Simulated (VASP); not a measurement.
# Sb (I4/mmm) in VASP: notebook, part 2 of 2

VASP 6.6.1.

### Step 3. Equation of state, PBEsol, 25.44 Å³/atom (a relaxed cell with its volume scaled by 0.96)

Input file INCAR:

```
PREC = Accurate ; ENCUT = 520
EDIFF = 1E-6 ; ISMEAR = -1
SIGMA = 0.05 ; LREAL = False
LASPH = True ; NELM = 60
ALGO = Fast ; ISIF = 2
LWAVE = False ; LCHARG = False
GGA = PS
```

Input file KPOINTS:

```
regular mesh
0
Gamma
  10 10 10
```

Input file POSCAR:

```
Sb                                      
1.0
   -1.5475035447      1.5475035447      2.6561484881
    1.5475035447     -1.5475035447      2.6561484881
    1.5475035447      1.5475035447     -2.6561484881
  Sb            
     1
Direct
     1.0000000000000000    0.0000000000000000    1.0000000000000000
```

Potentials or basis: VASP PAW PBE potentials, release 64 (Sb).

Started as:

```console
$ cat potpaw_PBE.64/Sb/POTCAR > POTCAR
$ mpirun -np 1 vasp_std > vasp.out
```

It took 13 s on 1 thread of AMD EPYC 7R13 (Zen 3), shared host; peak memory 0.13 GiB.

It converged, with:

```
Free energy            : -4.3149 eV
Pressure               : 3.0 GPa
Band gap on the k mesh : none (metal or under the smearing width)
```

Caveat: the PAW data sets were made with another functional, which shifts forces and pressure a little.

### Step 4. Equation of state, PBEsol, 25.97 Å³/atom (a relaxed cell with its volume scaled by 0.98)

INCAR is that of step 3.

KPOINTS is that of step 3.

Input file POSCAR:

```
Sb                                      
1.0
   -1.5581763202      1.5581763202      2.6744673324
    1.5581763202     -1.5581763202      2.6744673324
    1.5581763202      1.5581763202     -2.6744673324
  Sb            
     1
Direct
     1.0000000000000000    0.0000000000000000    1.0000000000000000
```

Started as:

```console
$ cat potpaw_PBE.64/Sb/POTCAR > POTCAR
$ mpirun -np 1 vasp_std > vasp.out
```

Wall time 15 s (1 thread of AMD EPYC 7R13 (Zen 3), shared host); peak memory 0.13 GiB.

Results (log left out):

| Quantity | Value |
| --- | --- |
| Free energy | -4.3223 eV |
| Pressure | 1.4 GPa |
| Band gap on the k mesh | none (metal or under the smearing width) |

Caveat: the PAW data sets were made with another functional, which shifts forces and pressure a little.

### Step 5. Equation of state, PBEsol, 26.50 Å³/atom

INCAR is that of step 4.

KPOINTS is that of step 4.

Input file POSCAR:

```
Sb                                      
1.0
   -1.5687048580      1.5687048580      2.6925386058
    1.5687048580     -1.5687048580      2.6925386058
    1.5687048580      1.5687048580     -2.6925386058
  Sb            
     1
Direct
     1.0000000000000000    0.0000000000000000    1.0000000000000000
```

Started as:

```console
$ cat potpaw_PBE.64/Sb/POTCAR > POTCAR
$ mpirun -np 1 vasp_std > vasp.out
```

Wall time 16 s (1 thread of AMD EPYC 7R13 (Zen 3), shared host); peak memory 0.13 GiB.

The run converged. Its results:

| Quantity | Value |
| --- | --- |
| Free energy | -4.3245 eV |
| Pressure | 0.0 GPa |
| Band gap on the k mesh | none (metal or under the smearing width) |

Caveat: the PAW data sets were made with another functional, which shifts forces and pressure a little.

### Step 6. Equation of state, PBEsol, 27.03 Å³/atom (a relaxed cell with its volume scaled by 1.02)

INCAR is that of step 5.

KPOINTS is that of step 5.

Input file POSCAR:

```
Sb                                      
1.0
   -1.5790939346      1.5790939346      2.7103705070
    1.5790939346     -1.5790939346      2.7103705070
    1.5790939346      1.5790939346     -2.7103705070
  Sb            
     1
Direct
     1.0000000000000000    0.0000000000000000    1.0000000000000000
```

Potentials or basis: VASP PAW PBE potentials, release 64 (Sb).

Started as:

```console
$ cat potpaw_PBE.64/Sb/POTCAR > POTCAR
$ mpirun -np 1 vasp_std > vasp.out
```

Run time: 16 s. Hardware: 1 thread of AMD EPYC 7R13 (Zen 3), shared host; peak memory 0.13 GiB.

Results (log left out):

```
Free energy            : -4.3223 eV
Pressure               : -1.3 GPa
Band gap on the k mesh : none (metal or under the smearing width)
```

Caveat: the PAW data sets were made with another functional, which shifts forces and pressure a little.

### Step 7. Equation of state, PBEsol, 27.56 Å³/atom (a relaxed cell with its volume scaled by 1.04)

INCAR is that of step 6.

KPOINTS is that of step 6.

Input file POSCAR:

```
Sb                                      
1.0
   -1.5893480787      1.5893480787      2.7279708087
    1.5893480787     -1.5893480787      2.7279708087
    1.5893480787      1.5893480787     -2.7279708087
  Sb            
     1
Direct
     1.0000000000000000    0.0000000000000000    1.0000000000000000
```

Started as:

```console
$ cat potpaw_PBE.64/Sb/POTCAR > POTCAR
$ mpirun -np 1 vasp_std > vasp.out
```

It took 15 s on 1 thread of AMD EPYC 7R13 (Zen 3), shared host; peak memory 0.13 GiB.

The run converged. Its results:

```
Free energy            : -4.3162 eV
Pressure               : -2.4 GPa
Band gap on the k mesh : none (metal or under the smearing width)
```

Caveat: the PAW data sets were made with another functional, which shifts forces and pressure a little.

### Step 8. Equation of state, PBEsol

This run uses another cell than the first one, of 26.50 Å³/atom, 0.983 times its volume.

This step only gathers the single runs of the series.

Results:

| Quantity | Value |
| --- | --- |
| Equilibrium volume | 26.49 Å³/atom |
| Bulk modulus at fixed shape and positions | 67 GPa |
| Pressure derivative of the bulk modulus | 5.4 (rough: it moves with the points fitted) |

Energy against volume, from the lowest point:
| volume (Å³/atom) | energy (meV/atom) |
| --- | --- |
| 25.443 | 9.58 |
| 25.974 | 2.26 |
| 26.504 | 0.00 |
| 27.034 | 2.21 |
| 27.564 | 8.35 |

Caveat: the cell was scaled at fixed shape and fractional positions, which overstates the stiffness of a crystal with free parameters, most of all of layers and chains; the PAW data sets were made with another functional, which shifts forces and pressure a little. Spin-orbit coupling is left out, which matters for the levels of Sb.

### Step 9. For comparison

An earlier run on the cell as given: functional PBEsol; potentials or basis VASP PAW PBE potentials, release 64 (Sb); cutoff 520 eV; k mesh 12 × 12 × 12; occupations fermi-dirac, width 0.05 eV; no spin polarisation.

- Pressure: -1.3 GPa
- Band gap on the k mesh: none (metal or under the smearing width)
